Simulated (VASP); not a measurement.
Input of a VASP 6.6.1 run:

INCAR

```
SYSTEM = CoO
PREC     = Accurate       ! precision mode
ENCUT    = 520            ! plane-wave cutoff, eV
EDIFF    = 1E-7           ! SCF threshold, eV
ISMEAR   = 0              ! smearing method
SIGMA    = 0.05           ! smearing width, eV
LREAL    = .False.        ! projectors in reciprocal space
LASPH    = .True.         ! aspherical terms in the spheres
NELM     = 120            ! most SCF steps
ALGO     = Normal         ! electronic algorithm
ISIF     = 2              ! what is computed and relaxed
LWAVE    = .False.        ! write WAVECAR
LCHARG   = .False.        ! write CHGCAR
ISPIN    = 2              ! spin polarisation
MAGMOM   = 2 0            ! initial moments
LORBIT   = 11             ! projections on sites
NUPDOWN  = 2              ! fixed moment
LMAXMIX  = 4              ! l up to which the mixer works
LDAU     = .True.         ! DFT+U
LDAUTYPE = 2            
LDAUL    = 2 -1           ! shell
LDAUU    = 7 0            ! U, eV
LDAUJ    = 0 0          
LDAUPRINT= 1            
GGA      = PS             ! functional
NBANDS   = 18             ! bands
```

The input KPOINTS:

```
Automatic mesh
0
Gamma
  8 8 8
  0 0 0
```

The input POSCAR:

```
CoO
1.0
    0.0000000000      2.1315016600      2.1315016600
    2.1315016600      0.0000000000      2.1315016600
    2.1315016600      2.1315016600      0.0000000000
Co O
1 1
Direct
    0.0000000000      0.0000000000      0.0000000000
    0.5000000000      0.5000000000      0.5000000000
```

Potentials or basis: VASP PAW PBE potentials, release 64 (Co, O).

The run is started by

```console
$ cat potpaw_PBE.64/Co/POTCAR potpaw_PBE.64/O/POTCAR > POTCAR
$ mpirun -np 1 vasp_std > vasp.out
```

(1) Estimate the pressure.

## Answers

(1) -14.4 GPa.

Caveat: the PAW data sets were made with another functional, which shifts forces and pressure a little; the total moment is fixed, so each spin has its own Fermi level; a cell with one magnetic atom can't hold antiferromagnetic order, which such compounds often take.
